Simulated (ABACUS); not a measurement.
# GaAs (F-43m) in ABACUS: further runs

The runs below take GaAs through single point, relaxation of cell and atoms, with PBE, PW91.

Everything below comes from runs of ABACUS 3.10.1. Logs are shortened: lines on timing, memory, paths and dates and some standing lists are left out, and cuts for length are marked.

**What was measured.**

“Evidence of valence band perturbations in GaAsN/GaAs(001): A combined variable-angle spectroscopic ellipsometry and modulated photoreflectance investigation”, 2008, arxiv:0805.2212 reports, for a bulk crystal of GaAs at 300 K: band gap 1.418 ± 0.005 eV (direct); band gap 1.412 ± 0.01 eV (direct).

The results are compared with them further down.

### Step 1. The crystal as given

It takes space group F-43m (No. 216, cubic). The conventional cell has a = 5.654 Å, b = 5.654 Å, c = 5.654 Å, α = 90.00°, β = 90.00°, γ = 90.00°. As (site symmetry -43m) is surrounded by 4 Ga at 2.45 Å. Around Ga (site symmetry -43m) lie 4 As at 2.45 Å.

### Step 2. Single point, PBE

Input file run_abacus.py:

```python
"""ABACUS run from a structure file: ASE reads it, the script writes STRU, KPT and INPUT."""
import re
import subprocess
from ase.io import read
from ase.units import Bohr

atoms = read("GaAs.cif")
atoms = atoms[(-atoms.numbers).argsort(kind="stable")]  # ABACUS lists atoms element by element
pseudo = {'As': '33_As_15_1.8_2.1_pbe_n_v1.0.upf', 'Ga': '31_Ga_13_1.9_2.4_pbe_n_v1.0.upf'}
orbital = {}
magmoms = None
kmesh = [6, 6, 6]
params = {
    'suffix': 'GaAs',
    'calculation': 'scf',
    'basis_type': 'pw',
    'pseudo_dir': './',
    'symmetry': 1,
    'dft_functional': 'pbe',
    'ecutwfc': 84,
    'pseudo_rcut': 7,
    'nspin': 1,
    'nbands': 24,
    'ks_solver': 'dav',
    'smearing_method': 'fd',
    'smearing_sigma': 0.00367493,
    'scf_thr': 1e-08,
    'scf_nmax': 100,
    'mixing_type': 'broyden',
    'mixing_beta': 0.7,
    'cal_force': 1,
    'cal_stress': 1,
    'out_chg': 1,
    'kpar': 4,
}

symbols = atoms.get_chemical_symbols()
elements = list(dict.fromkeys(symbols))
lines = ["ATOMIC_SPECIES"] + [f"{e} {atoms.get_masses()[symbols.index(e)]:.4f} {pseudo[e]}" for e in elements]
if orbital:
    lines += ["", "NUMERICAL_ORBITAL"] + [orbital[e] for e in elements]
lines += ["", "LATTICE_CONSTANT", f"{1 / Bohr:.10f}", "", "LATTICE_VECTORS"]
lines += [" ".join(f"{x:.10f}" for x in v) for v in atoms.cell]
lines += ["", "ATOMIC_POSITIONS", "Direct"]
for e in elements:
    lines += ["", e, "0.0", str(symbols.count(e))]
    for i, p in enumerate(atoms.get_scaled_positions(wrap=False)):
        if symbols[i] == e:
            mag = "" if magmoms is None else " mag " + " ".join(str(x) for x in (magmoms[i] if isinstance(magmoms[i], list) else [magmoms[i]]))
            lines.append(" ".join(f"{x:.10f}" for x in p) + " 1 1 1" + mag)
open("STRU", "w").write("\n".join(lines) + "\n")
open("KPT", "w").write("K_POINTS\n0\nGamma\n%d %d %d 0 0 0\n" % tuple(kmesh))
open("INPUT", "w").write("INPUT_PARAMETERS\n" + "".join(f"{k:<20s}{v}\n" for k, v in params.items()))

done = subprocess.run(['mpirun', '-np', '4', 'abacus'])
if done.returncode:
    raise SystemExit(done.returncode)
log = open("OUT.GaAs/running_scf.log").read()
print("final energy (eV):", re.findall(r"FINAL_ETOT_IS (\S+)", log))
```

Input file GaAs.cif:

```cif
data_GaAs
_cell_length_a 3.99776961
_cell_length_b 3.99776961
_cell_length_c 3.99776961
_cell_angle_alpha 60.00000000
_cell_angle_beta 60.00000000
_cell_angle_gamma 60.00000000
_space_group_name_H-M_alt 'P1'
_space_group_name_Hall 'P 1'
_space_group_IT_number 1
loop_
_space_group_symop_operation_xyz
'x,y,z'
loop_
_atom_site_label
_atom_site_type_symbol
_atom_site_symmetry_multiplicity
_atom_site_Wyckoff_symbol
_atom_site_fract_x
_atom_site_fract_y
_atom_site_fract_z
_atom_site_occupancy
As1 As 1 a 0.7500000000 0.7500000000 0.7500000000 1
Ga1 Ga 1 a 0.0000000000 0.0000000000 0.0000000000 1
```

Potentials or basis: SPMS ONCV 1.0 PBE, plane waves.

On the command line:

```
OMP_NUM_THREADS=1 python run_abacus.py > log
```

running log:

```text
ABACUS v3.10.1

               Atomic-orbital Based Ab-initio Computation at UStc

 ------------------------------------------------------------------------------------

 READING GENERAL INFORMATION
                           global_out_dir = OUT.GaAs/
                           global_in_card = INPUT
                               pseudo_dir = ./
                              orbital_dir =
                                    DSIZE = 4
                                    GSIZE = 1
[... 5 lines left out ...]

 READING ATOM TYPE 1
                               atom label = As
                      L=0, number of zeta = 1
                      L=1, number of zeta = 1
                      L=2, number of zeta = 1
             number of atom for this type = 1

 READING ATOM TYPE 2
                               atom label = Ga
                      L=0, number of zeta = 1
                      L=1, number of zeta = 1
                      L=2, number of zeta = 1
             number of atom for this type = 1

                        TOTAL ATOM NUMBER = 2
DIRECT COORDINATES
    atom                   x                   y                   z     mag                  vx                  vy                  vz
taud_As1            0.7500000000        0.7500000000        0.7500000000  0.0000        0.0000000000        0.0000000000        0.0000000000
taud_Ga1            0.0000000000        0.0000000000        0.0000000000  0.0000        0.0000000000        0.0000000000        0.0000000000

                          Volume (Bohr^3) = 304.884
                             Volume (A^3) = 45.1791

 Lattice vectors: (Cartesian coordinate: in unit of a_0)
             +3.99777                  +0                  +0
             +1.99888            +3.46217                  +0
             +1.99888            +1.15406            +3.26417
 Reciprocal vectors: (Cartesian coordinate: in unit of 2 pi/a_0)
            +0.250139           -0.144418           -0.102119
                   -0           +0.288836           -0.102119
                   +0                  -0           +0.306357
 The esolver type has been set to : ksdft_pw

                PAO radial cut off (Bohr) = 7

 Read in pseudopotential file is 33_As_15_1.8_2.1_pbe_n_v1.0.upf
                     pseudopotential type = NC
          exchange-correlation functional = PBE
                 nonlocal core correction = 1
                        valence electrons = 15
                                     lmax = 2
                           number of zeta = 3
                     number of projectors = 6
                           L of projector = 0
                           L of projector = 0
                           L of projector = 1
                           L of projector = 1
                           L of projector = 2
                           L of projector = 2
                PAO radial cut off (Bohr) = 7

 Read in pseudopotential file is 31_Ga_13_1.9_2.4_pbe_n_v1.0.upf
[... 176 lines left out ...]
 projector 4 L=1
 projector 5 L=2
 projector 6 L=2
      TOTAL NUMBER OF NONLOCAL PROJECTORS = 36

 Init Non-Local PseudoPotential table :
 Init Non-Local-Pseudopotential done.

                                     npwx = 3996

 Make real space PAO into reciprocal space.
       max mesh points in Pseudopotential = 701
     dq(describe PAO in reciprocal space) = 0.01
                                    max q = 1104

 number of pseudo atomic orbitals for As is 3
WARNING: norm of atomic wavefunction # 2 of atomic type As is 0.999979, renormalized
WARNING: norm of atomic wavefunction # 3 of atomic type As is 0.998412, renormalized

 number of pseudo atomic orbitals for Ga is 3
WARNING: norm of atomic wavefunction # 2 of atomic type Ga is 0.99965, renormalized
WARNING: norm of atomic wavefunction # 3 of atomic type Ga is 0.983935, renormalized

 -------------------------------------------
 SELF-CONSISTENT
 -------------------------------------------
                                 init_chg = atomic

 PW ALGORITHM --------------- ION=   1  ELEC=   1--------------------------------

 Notice: Threshold on eigenvalues was too large.
 hsover_error=0.28 > DRHO=0.0551842
 Origin diag ethr = 0.01
 New diag ethr = 0.000197086

 Density error is 0.0560549794629
                          Error Threshold = 0.000197086273276
----------------------------------------------------------
     Energy           Rydberg                 eV
----------------------------------------------------------
 E_KohnSham     -345.6227648301      -4702.4389602031
 E_Harris       -345.4173635699      -4699.6443326881
 E_Fermi        0.6789298509         9.2373145139
----------------------------------------------------------
[... 63 lines left out ...]
 Density error is 5.53699925785e-09
                          Error Threshold = 1.77768035088e-10
----------------------------------------------------------
     Energy           Rydberg                 eV
----------------------------------------------------------
 E_KohnSham     -345.6335630768      -4702.5858778862
 E_KS(sigma->0) -345.6335609357      -4702.5858487562
 E_Harris       -345.6331256029      -4702.5799257490
 E_band         -20.7749944148       -282.6582999596
 E_one_elec     -168.2617640842      -2289.3187470770
 E_Hartree      101.5628156827       1381.8329982088
 E_xc           -80.5817767975       -1096.3713194105
 E_Ewald        -198.3528335957      -2698.7287513474
 E_entropy(-TS) -0.0000042820        -0.0000582602
 E_descf        0.0000000000         0.0000000000
 E_exx          0.0000000000         0.0000000000
 E_Fermi        0.7028573539         9.5628648938
----------------------------------------------------------

 charge density convergence is achieved
 final etot is -4702.5858779 eV
 EFERMI = 9.5628648938 eV

 STATE ENERGY(eV) AND OCCUPATIONS    NSPIN == 1
 1/4 kpoint (Cartesian) = 0.0000 0.0000 0.0000 (3839 pws)
       1       -25.9357     0.00925926
       2       -25.9357     0.00925926
       3       -25.9357     0.00925926
       4       -25.9243     0.00925926
       5       -25.9243     0.00925926
       6       -5.56099     0.00925926
[... 94 lines left out ...]
      23        22.4645        0.00000
      24        22.4645        0.00000

------------------------------------------------------------------------------------------
 TOTAL-FORCE (eV/Angstrom)
------------------------------------------------------------------------------------------
                       As1         0.0000000000         0.0000000000         0.0000000000
                       Ga1         0.0000000000         0.0000000000         0.0000000000
------------------------------------------------------------------------------------------

----------------------------------------------------------------
 TOTAL-STRESS (KBAR)
----------------------------------------------------------------
        34.6816946544         0.0000000000        -0.0000000000
         0.0000000000        34.6816946552         0.0000000004
        -0.0000000000         0.0000000004        34.6816946545
----------------------------------------------------------------
 TOTAL-PRESSURE: 34.681695 KBAR

 --------------------------------------------
 !FINAL_ETOT_IS -4702.5858778862339022 eV
 --------------------------------------------
```

STRU:

```text
ATOMIC_SPECIES
As 74.9216 33_As_15_1.8_2.1_pbe_n_v1.0.upf
Ga 69.7230 31_Ga_13_1.9_2.4_pbe_n_v1.0.upf

LATTICE_CONSTANT
1.8897261258

LATTICE_VECTORS
3.9977696100 0.0000000000 0.0000000000
1.9988848050 3.4621700407 0.0000000000
1.9988848050 1.1540566802 3.2641652179

ATOMIC_POSITIONS
Direct

As
0.0
1
0.7500000000 0.7500000000 0.7500000000 1 1 1

Ga
0.0
1
0.0000000000 0.0000000000 0.0000000000 1 1 1
```

Wall time 13 s (4 MPI ranks of Intel Xeon Platinum 8375C at 2.90GHz (Ice Lake), shared host); peak memory 0.4 GiB.

What came out:

```yaml
Free_energy: -4702.5859 eV
Pressure: 3.5 GPa
Band_gap_on_the_k_mesh: 0.51 eV, direct
```

(Part 1 of 2 ends here.)
